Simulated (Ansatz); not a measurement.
## Phonon dispersion of SiO2

Method: DFT PBE, scalar-relativistic, plane waves, PAW (Ansatz 0.2.0). Cutoff 420 eV, 4×4×6 k-points (Γ-centred), fixed occupations. No spin polarisation. Phonons by linear response, acoustic sum rule imposed.

Relaxed structure:
```
CELL_PARAMETERS angstrom
6.09350 0.00000 0.00000
0.00000 6.09350 0.00000
0.00000 0.00000 4.76808
ATOMIC_POSITIONS crystal
Si 0.34666 0.00000 0.75000
Si 0.65334 0.00000 0.25000
Si 0.00000 0.34666 0.00000
Si 0.00000 0.65334 0.50000
O 0.50000 0.09918 0.50000
O 0.50000 0.90082 0.00000
O 0.19626 0.19626 0.87500
O 0.19626 0.80374 0.62500
O 0.80374 0.19626 0.12500
O 0.80374 0.80374 0.37500
O 0.90082 0.50000 0.75000
O 0.09918 0.50000 0.25000
```

It was reached by relaxing an invented guess, and it needn't be the stable form of this composition. The q mesh is coarse, so values between its points are rough. Modes under 40 cm⁻¹ are poorly fixed.

Force constants from linear response on a 1×1×2 q mesh.

(1) Is the structure dynamically stable on the q mesh?

(2) Give the frequencies (cm⁻¹) at the zone-boundary points of high symmetry (interpolated where a point lies off the q mesh).

## Answers

(1) Yes, on this mesh: no mode is imaginary. Between the mesh points the interpolation dips to 130i cm⁻¹.

(2)
```tsv
point	q	frequencies
X	0.000 0.500 0.000	59i 41i 76 131 152 177 178 180 200 208 280 296 327 364 371 405 408 410 420 434 494 554 629 705 750 757 788 802 1008 1010 1028 1087 1111 1126 1176 1223
M	0.500 0.500 0.000	130i 80 80 136 153 153 176 176 181 222 275 321 340 344 344 368 417 444 444 465 502 502 589 739 739 768 778 860 1011 1011 1018 1100 1118 1144 1172 1172
Z	0.000 0.000 0.500	93 93 144 144 162 162 210 210 252 252 277 277 307 307 379 379 402 402 450 450 498 498 665 665 760 760 780 780 1014 1014 1055 1055 1160 1160 1163 1163
R	0.000 0.500 0.500	56 56 101 101 155 155 225 225 230 230 288 288 336 336 353 353 398 398 428 428 532 532 677 677 760 760 782 782 1018 1018 1054 1054 1136 1136 1177 1177
A	0.500 0.500 0.500	45 45 113 113 135 135 163 163 268 268 276 276 328 328 362 362 424 424 431 431 534 534 621 621 774 774 828 828 1024 1024 1044 1044 1126 1126 1176 1176
```
